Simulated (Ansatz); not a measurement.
# PbF2 (Fluorocronite) under changes of volume

One of the cells (17.354 Å³/atom); the others are scaled copies at fixed shape and fractional positions:

```
CELL_PARAMETERS angstrom
0.00000 2.96366 2.96366
2.96366 0.00000 2.96366
2.96366 2.96366 0.00000
ATOMIC_POSITIONS crystal
Pb 0.00000 0.00000 0.00000
F 0.75000 0.75000 0.75000
F 0.25000 0.25000 0.25000
```

* Program: Ansatz 0.2.0
* Functional: r2SCAN
* Potentials or basis: Ansatz PAW
* Cutoff: 500 eV (not typed: the program's choice for these potentials)
* k mesh: 8 × 8 × 8
* Occupations: fermi-dirac, width 0.05 eV
* Spin: no spin polarisation

```tsv
volume (Å³/atom)	energy over the lowest point (meV/atom)	pressure (GPa)	gap on the mesh (eV)
16.313	15.17	5.2	4.90
16.660	6.10	3.2	4.91
17.007	1.20	1.4	4.92
17.354	0.00	-0.2	4.93
17.701	2.09	-1.7	4.94
18.048	?	?	?
18.395	14.80	-4.1	4.94
```

What does the run at 18.048 Å³/atom give?

Energy over the lowest point 7.14 meV/atom; pressure -3.0 GPa; gap on the mesh 4.94 eV.

Worked out: A Birch-Murnaghan fit of order 3 (a polynomial in V^(-2/3)) to the other rows has its minimum at 17.30 Å³/atom with B0 = V·E''(V) = 77 GPa and B' = 4.7. It gives 7.14 meV/atom at 18.048 Å³/atom, against the run's 7.14, and -dE/dV = -3.0 GPa, against -3.0. A straight line through the other rows of the gap, of slope 0.359 eV per unit of ln V, gives 4.94 eV, against the run's 4.94.

Energies are extrapolated to zero smearing.

Caveats: spin-orbit coupling is left out, which as a rule narrows the gap of such compounds by several tenths of an eV; the PAW data sets come from PBE, with cores solved anew for the run's functional, which leaves a small shift of forces and pressure.

A mesh can miss the band edges.
